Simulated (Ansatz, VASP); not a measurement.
# Eu in VASP and in Ansatz

File INCAR:

```
SYSTEM = Eu
ALGO = Normal ; EDIFF = 1E-7
ENCUT = 520 ; GGA = PS
ISIF = 2 ; ISMEAR = -1
ISPIN = 2 ; LASPH = .TRUE.
LCHARG = .FALSE. ; LMAXMIX = 6
LORBIT = 11 ; LREAL = .FALSE.
LWAVE = .FALSE. ; MAGMOM = 7
NBANDS = 18 ; NELM = 150
PREC = Accurate ; SIGMA = 0.05
```

KPOINTS

```
k-points
0
G
  8 8 8
  0 0 0
```

POSCAR

```
Eu
1.0
   -2.3333061070      2.3333061070      2.3333061070
    2.3333061070     -2.3333061070      2.3333061070
    2.3333061070      2.3333061070     -2.3333061070
Eu
1
Direct
    0.0000000000      0.0000000000      0.0000000000
```

File input.yaml:

```yaml
crystal:
  lattice:
    - [-2.333306107, 2.333306107, 2.333306107]
    - [2.333306107, -2.333306107, 2.333306107]
    - [2.333306107, 2.333306107, -2.333306107]
  atoms:
    - { symbol: Eu, position: [0.0, 0.0, 0.0], spin: 7.0 }
kpoints:
  mp_grid: { grid: [8, 8, 8] }
scf:
  occupations: { method: fermi_dirac, width: 0.05 }
hamiltonian:
  xc: pbesol
  pseudopotentials: { kind: all_electron, lapw: { basis_error: 0.0005 } }
magnetization:
  spin_polarized: true
output:
  forces: true
  stress: true
  eigenvalues: true
```

Change from the starting cell: volume scaled by 1.04.

Alike in both runs: task single point; functional PBEsol; k mesh 8 × 8 × 8; occupations fermi-dirac, width 0.05 eV; collinear spin.

|  | VASP | Ansatz |
| --- | --- | --- |
| version | VASP 6.6.1 | Ansatz 0.2.0 |
| potentials or method | VASP PAW PBE potentials, release 64 (Eu) | all-electron LAPW, scalar-relativistic |
| plane-wave cutoff (eV) | 520 | see its input |

|  | VASP | Ansatz | Ansatz less VASP |
| --- | --- | --- | --- |
| gap on the k mesh at the Fermi level (eV) | none | none | - |
| pressure (GPa) | -3.1 | -2.7 | +0.33 |
| net moment per atom (μB) | 7.40 | 7.39 | -0.005 |
| size of the moment on the site where the two differ most (μB) | 6.72 | 7.21 | +0.493 |

Site moments also hang on the region over which each program counts them. A gap of «none» marks a metal or a gap that the smearing closes. Ansatz ran all-electron here, so the differences hold the error of VASP's frozen core and of both bases.

Caveats: spin-orbit coupling is left out, which moves the levels of the heavy elements; the PAW data sets were made with another functional, which shifts forces and pressure a little (VASP); an open f shell can end in a state above the lowest (Ansatz). The state reached can hang on the start; a lower one may exist.
